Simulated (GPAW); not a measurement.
# GaSb (F-43m) in GPAW: settings compared, part 2 of 2

GPAW 26.7.0. The steps go on from the part before.

## 4. Band structure, revPBE

run.py

```python
from ase.dft.bandgap import bandgap
from ase.io import read, write
from ase.units import Bohr, GPa
from gpaw import GPAW, PW
from gpaw.elf import elf_from_dft_calculation

atoms = read('POSCAR')

calc = GPAW(mode=PW(600),
            xc='revPBE',
            kpts={'size': (8, 8, 8), 'gamma': True},
            occupations={'name': 'fermi-dirac', 'width': 0.05},
            nbands=18,
            convergence={'density': 1e-05, 'energy': 1e-05},
            maxiter=150,
            txt='gpaw.txt')
atoms.calc = calc
energy = atoms.get_potential_energy()
forces = atoms.get_forces()
stress = atoms.get_stress()
calc.write('gs.gpw')
write('result.traj', atoms)
print(f'Energy: {energy:.6f} eV')
print('Forces (eV/A):')
print(forces.round(4))
print('Stress (GPa):', (stress / GPa).round(3))
print('Fermi level:', round(calc.get_fermi_level(), 4), 'eV')
print(f'Gap: {bandgap(calc)[0]:.4f} eV, direct: {bandgap(calc, direct=True)[0]:.4f} eV')

# fields on the real-space grid
write('density.cube', atoms, data=calc.get_pseudo_density() * Bohr**3)
write('potential.cube', atoms, data=calc.get_electrostatic_potential())
write('elf.cube', atoms, data=elf_from_dft_calculation(calc).data)

path = atoms.cell.bandpath('GXWKGLUWLK,UX', npoints=80, eps=1e-4)
bs_calc = calc.fixed_density(kpts=path, symmetry='off', nbands=30,
                             convergence={'bands': 'CBM+6.0', 'eigenstates': 1e-6}, txt='bands.txt')
bs = bs_calc.band_structure()
bs.write('bs.json')
print(f'Gap on the path: {bandgap(bs_calc)[0]:.4f} eV')
```

POSCAR

```
GaSb
1.0
    0.0000000000      3.0590000000      3.0590000000
    3.0590000000      0.0000000000      3.0590000000
    3.0590000000      3.0590000000      0.0000000000
Sb Ga
1 1
Direct
    0.7500000000      0.7500000000      0.7500000000
    0.0000000000      0.0000000000      0.0000000000
```

Launch:

```console
> OMP_NUM_THREADS=1 python run.py
```

It took 53 s on 1 thread of Arm Neoverse V1, shared host; peak memory 0.29 GiB.

It converged, with:

```yaml
Free_energy: -7.0571 eV
Pressure: 3.5 GPa
Band_gap_on_the_k_mesh: 0.16 eV, direct
Band_gap_along_the_path: 0.16 eV, direct
```

Levels at the corners of the path, in eV from the valence-band top:
| point | band 6 | band 7 | band 8 | band 9 | band 10 | band 11 | band 12 | band 13 |
| --- | --- | --- | --- | --- | --- | --- | --- | --- |
| Γ | -11.42 | 0.00 | 0.00 | 0.00 | 0.16 | 2.83 | 2.83 | 2.83 |
| X | -9.04 | -6.74 | -2.55 | -2.55 | 0.99 | 1.34 | 8.78 | 8.78 |
| W | -9.01 | -6.60 | -3.33 | -3.09 | 3.75 | 4.41 | 4.49 | 4.85 |
| K | -9.11 | -6.55 | -3.58 | -2.17 | 1.49 | 3.96 | 6.70 | 6.88 |
| Γ | -11.42 | 0.00 | 0.00 | 0.00 | 0.16 | 2.83 | 2.83 | 2.83 |
| L | -9.85 | -6.30 | -1.14 | -1.14 | 0.50 | 3.80 | 3.80 | 6.63 |
| U | -9.11 | -6.55 | -3.58 | -2.17 | 1.49 | 3.96 | 6.70 | 6.88 |
| W | -9.01 | -6.60 | -3.33 | -3.09 | 3.75 | 4.41 | 4.49 | 4.85 |
| L | -9.85 | -6.30 | -1.14 | -1.14 | 0.50 | 3.80 | 3.80 | 6.63 |
| K | -9.11 | -6.55 | -3.58 | -2.17 | 1.49 | 3.96 | 6.70 | 6.88 |
| U | -9.11 | -6.55 | -3.58 | -2.17 | 1.49 | 3.96 | 6.70 | 6.88 |
| X | -9.04 | -6.74 | -2.55 | -2.55 | 0.99 | 1.34 | 8.78 | 8.78 |

Caveat: spin-orbit coupling is left out, which moves the levels of the heavy elements.

## 5. Band structure, BLYP

Changes to run.py since step 4:

```diff
@@ -2,5 +2,6 @@
 from ase.io import read, write
-from ase.units import Bohr, GPa
-from gpaw import GPAW, PW
-from gpaw.elf import elf_from_dft_calculation
+from ase.units import GPa
+from gpaw import GPAW, PW, setup_paths
+
+setup_paths.insert(0, '.')
 
@@ -9,3 +10,3 @@
 calc = GPAW(mode=PW(600),
-            xc='revPBE',
+            xc='BLYP',
             kpts={'size': (8, 8, 8), 'gamma': True},
@@ -14,2 +15,3 @@
             convergence={'density': 1e-05, 'energy': 1e-05},
+            eigensolver='davidson',
             maxiter=150,
@@ -29,7 +31,2 @@
 
-# fields on the real-space grid
-write('density.cube', atoms, data=calc.get_pseudo_density() * Bohr**3)
-write('potential.cube', atoms, data=calc.get_electrostatic_potential())
-write('elf.cube', atoms, data=elf_from_dft_calculation(calc).data)
-
 path = atoms.cell.bandpath('GXWKGLUWLK,UX', npoints=80, eps=1e-4)
```

POSCAR is that of step 4.

Potentials or basis: PAW data sets generated in the run's folder for this functional, pw.

Launch:

```console
> gpaw-setup -f BLYP Ga Sb
> OMP_NUM_THREADS=1 python run.py
```

Wall time 61 s (1 thread of Arm Neoverse V1, shared host); peak memory 0.28 GiB.

Results (log left out):

| Property | Result |
| --- | --- |
| Free energy | -6.3035 eV |
| Pressure | 5.2 GPa |
| Band gap along the path | none (metal or under the smearing width) |

Levels at the corners of the path, in eV from the Fermi level:
| point | band 6 | band 7 | band 8 | band 9 | band 10 | band 11 | band 12 | band 13 |
| --- | --- | --- | --- | --- | --- | --- | --- | --- |
| Γ | -11.52 | -0.15 | -0.04 | -0.04 | -0.04 | 2.82 | 2.82 | 2.82 |
| X | -9.18 | -6.84 | -2.56 | -2.56 | 0.98 | 1.39 | 8.64 | 8.64 |
| W | -9.15 | -6.71 | -3.31 | -3.08 | 3.63 | 4.44 | 4.46 | 4.91 |
| K | -9.25 | -6.66 | -3.56 | -2.19 | 1.49 | 3.93 | 6.62 | 6.82 |
| Γ | -11.52 | -0.15 | -0.04 | -0.04 | -0.04 | 2.82 | 2.82 | 2.82 |
| L | -9.98 | -6.36 | -1.18 | -1.18 | 0.37 | 3.83 | 3.83 | 6.71 |
| U | -9.25 | -6.66 | -3.56 | -2.19 | 1.49 | 3.93 | 6.62 | 6.82 |
| W | -9.15 | -6.71 | -3.31 | -3.08 | 3.63 | 4.44 | 4.46 | 4.91 |
| L | -9.98 | -6.36 | -1.18 | -1.18 | 0.37 | 3.83 | 3.83 | 6.71 |
| K | -9.25 | -6.66 | -3.56 | -2.19 | 1.49 | 3.93 | 6.62 | 6.82 |
| U | -9.25 | -6.66 | -3.56 | -2.19 | 1.49 | 3.93 | 6.62 | 6.82 |
| X | -9.18 | -6.84 | -2.56 | -2.56 | 0.98 | 1.39 | 8.64 | 8.64 |

Caveat: spin-orbit coupling is left out, which moves the levels of the heavy elements.

## 6. Band structure, r2SCAN

Changes to run.py since step 5:

```diff
@@ -1,12 +1,17 @@
+from ase import Atoms
 from ase.dft.bandgap import bandgap
-from ase.io import read, write
+from ase.io import write
 from ase.units import GPa
-from gpaw import GPAW, PW, setup_paths
+from gpaw import GPAW, PW
 
-setup_paths.insert(0, '.')
-
-atoms = read('POSCAR')
+atoms = Atoms(['Sb', 'Ga'],
+              cell=[[0.0, 3.059, 3.059],
+                    [3.059, 0.0, 3.059],
+                    [3.059, 3.059, 0.0]],
+              scaled_positions=[[0.75, 0.75, 0.75],
+                                [0.0, 0.0, 0.0]],
+              pbc=True)
 
 calc = GPAW(mode=PW(600),
-            xc='BLYP',
+            xc='MGGA_X_R2SCAN+MGGA_C_R2SCAN',
             kpts={'size': (8, 8, 8), 'gamma': True},
@@ -15,3 +20,2 @@
             convergence={'density': 1e-05, 'energy': 1e-05},
-            eigensolver='davidson',
             maxiter=150,
```

Potentials or basis: GPAW PAW data sets (gpaw-data 1.2.1), pw.

Launch:

```console
> OMP_NUM_THREADS=1 python run.py
```

It took 3.5 min on 1 thread of Arm Neoverse V1, shared host; peak memory 0.42 GiB.

It converged, with:

```
Free energy             : -30.0103 eV
Pressure                : 0.2 GPa
Band gap on the k mesh  : 0.51 eV, direct
Band gap along the path : 0.51 eV, direct
```

Levels at the corners of the path, in eV from the valence-band top:
```tsv
point	band 6	band 7	band 8	band 9	band 10	band 11	band 12	band 13
Γ	-11.89	0.00	0.00	0.00	0.51	3.03	3.03	3.03
X	-9.36	-7.00	-2.67	-2.67	1.15	1.52	9.34	9.34
W	-9.32	-6.85	-3.47	-3.22	4.06	4.65	4.87	5.14
K	-9.43	-6.81	-3.73	-2.28	1.68	4.24	7.16	7.31
Γ	-11.89	0.00	0.00	0.00	0.51	3.03	3.03	3.03
L	-10.22	-6.54	-1.20	-1.20	0.73	4.06	4.06	6.99
U	-9.43	-6.81	-3.73	-2.28	1.68	4.24	7.16	7.31
W	-9.32	-6.85	-3.47	-3.22	4.06	4.65	4.87	5.14
L	-10.22	-6.54	-1.20	-1.20	0.73	4.06	4.06	6.99
K	-9.43	-6.81	-3.73	-2.28	1.68	4.24	7.16	7.31
U	-9.43	-6.81	-3.73	-2.28	1.68	4.24	7.16	7.31
X	-9.36	-7.00	-2.67	-2.67	1.15	1.52	9.34	9.34
```

Caveat: the PAW data sets were made with another functional, which shifts forces and pressure a little; spin-orbit coupling is left out, which moves the levels of the heavy elements.

## 7. Overview

```tsv
level	potentials or basis	eigensolver	gap on the mesh (eV)	pressure (GPa)
PBEsol	PAW data sets generated in the run's folder for this functional, pw	-	-	-0.1
RPBE	the program's PAW data sets (release 1.2.1) made for this functional, pw	-	0.19	4.0
revPBE	the program's PAW data sets (release 1.2.1) made for this functional, pw	-	0.16	3.5
BLYP	PAW data sets generated in the run's folder for this functional, pw	davidson	-	5.2
r2SCAN	GPAW PAW data sets (gpaw-data 1.2.1), pw	-	0.51	0.2
```

Alike in all rows: task band structure; no spin polarisation; cell as given; k mesh 8 × 8 × 8; cutoff (eV) 600; smearing fermi-dirac 0.05 eV.

Caveats: spin-orbit coupling is left out, which moves the levels of the heavy elements; the PAW data sets were made with another functional, which shifts forces and pressure a little (some runs).

Absolute energies hang on the potentials; compare differences alone.

## 8. How close it comes

Step 2. Measured gap of GaSb: 0.811 eV (direct; 4.2 K; a printed reference work, data compilation). This calculation gives 0.00 eV (-0.81 eV). Spin-orbit coupling on Ga, Sb is left out. The value is that of PBEsol, without temperature or zero-point motion. Semilocal functionals fall short of measured gaps as a rule.

Step 3. Measured gap of GaSb: 0.811 eV (direct; 4.2 K; a printed reference work, data compilation). This calculation gives 0.19 eV (-0.62 eV). Spin-orbit coupling on Ga, Sb is left out. The value is that of RPBE, without temperature or zero-point motion. Semilocal functionals fall short of measured gaps as a rule.

Step 4. Measured gap of GaSb: 0.811 eV (direct; 4.2 K; a printed reference work, data compilation). This calculation gives 0.16 eV (-0.65 eV). Spin-orbit coupling on Ga, Sb is left out. The value is that of revPBE, without temperature or zero-point motion. Semilocal functionals fall short of measured gaps as a rule.

Step 5. A measured gap of GaSb is 0.811 eV (direct; 4.2 K; a printed reference work, data compilation); the calculated 0.00 eV misses it by -0.81 eV. Spin-orbit coupling on Ga, Sb is left out. The value is that of BLYP, without temperature or zero-point motion. Semilocal functionals fall short of measured gaps as a rule.

Step 6. Measured gap of GaSb: 0.811 eV (direct; 4.2 K; a printed reference work, data compilation). This calculation gives 0.51 eV (-0.30 eV). Spin-orbit coupling on Ga, Sb is left out. The value is that of r2SCAN, without temperature or zero-point motion.
